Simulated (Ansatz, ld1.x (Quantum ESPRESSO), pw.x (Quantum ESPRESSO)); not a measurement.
# cerium: does the TM potential hold in the solid?

```json
{
  "Element": "Ce (Z = 58)",
  "Generator": "ld1.x (Quantum ESPRESSO) 7.5",
  "Type": "norm-conserving Troullier–Martins (Kleinman–Bylander form)",
  "Functional": "PBE",
  "Relativity": "scalar-relativistic",
  "Frozen core": "[Xe]",
  "Valence charge": "4",
  "Reference configuration": "4f0 5d2 6s2 6p0",
  "Partial waves": "6s (bound): rc 2.90 bohr; 6p (bound, empty): rc 4.00 bohr; 4f (bound, empty): rc 1.55 bohr; 5d (bound): rc 1.95 bohr",
  "Local potential": "the d channel",
  "Core correction": "none"
}
```

Crystal test: sc Ce in pw.x 7.5, no spin, 11³ k-points, Fermi–Dirac smearing 0.01 Ry, cutoffs 35/140 Ry. The reference is all-electron LAPW (Ansatz 0.2.0) with the same functional, mesh and smearing; V0 and B0 come from Birch–Murnaghan fits to the pressures at five volumes. Errors are pseudo minus all-electron; Δ is the rms difference of the E(V) curves that follow from these fits, minima aligned, over ±6 % about the mean V0. Mesh and smearing are coarse, so the numbers serve the comparison and aren't converged zero-temperature values; the lattice is a test structure that the element need not adopt. Spin polarisation and strong correlation are left out, which matters for this element.

All-electron: a0 = 2.931 Å (V0 = 25.18 Å³/atom), B0 = 42.0 GPa.

How far does the potential miss the all-electron equation of state?

mean pressure error (GPa): +29.96. The pressure does not cross zero within the volumes sampled, so no fit is given. The largest radius (4.00 bohr) exceeds half the bond length (2.78 bohr), so the spheres overlap, which is one possible source of error among others. This is a poor potential for the solid. Note: ghost states, extra bound levels that the all-electron valence spectrum of the same l lacks: s at -21.0 eV, p at -3.1 eV. A true bound ghost makes a file unfit for plane-wave use. Atomic configuration tests: 4 of 7 tests not solved or not reliable.

```json
{"V (Å³/atom)": "24.139", "P all-electron (GPa)": "2.01", "P pseudo (GPa)": "32.05"}
{"V (Å³/atom)": "24.774", "P all-electron (GPa)": "0.71", "P pseudo (GPa)": "30.96"}
{"V (Å³/atom)": "25.409", "P all-electron (GPa)": "-0.37", "P pseudo (GPa)": "29.81"}
{"V (Å³/atom)": "26.044", "P all-electron (GPa)": "-1.28", "P pseudo (GPa)": "28.61"}
{"V (Å³/atom)": "26.679", "P all-electron (GPa)": "-2.06", "P pseudo (GPa)": "27.38"}
```

At the middle volume, how do free energy and pressure move when the wave cutoff is lowered (ecutrho kept at four times it)?

| cutoff (Ry) | shift of F (meV/atom) | shift of P (GPa) |
| --- | --- | --- |
| 16 | +41.0 | -0.52 |
| 21 | +7.2 | +0.14 |
| 28 | +3.5 | +0.13 |

The run at the middle volume (56 k-points, 15 iterations) took about 5.1 s on one core of a shared host (Neoverse-V2, 32 threads, 247 GiB, load 27).
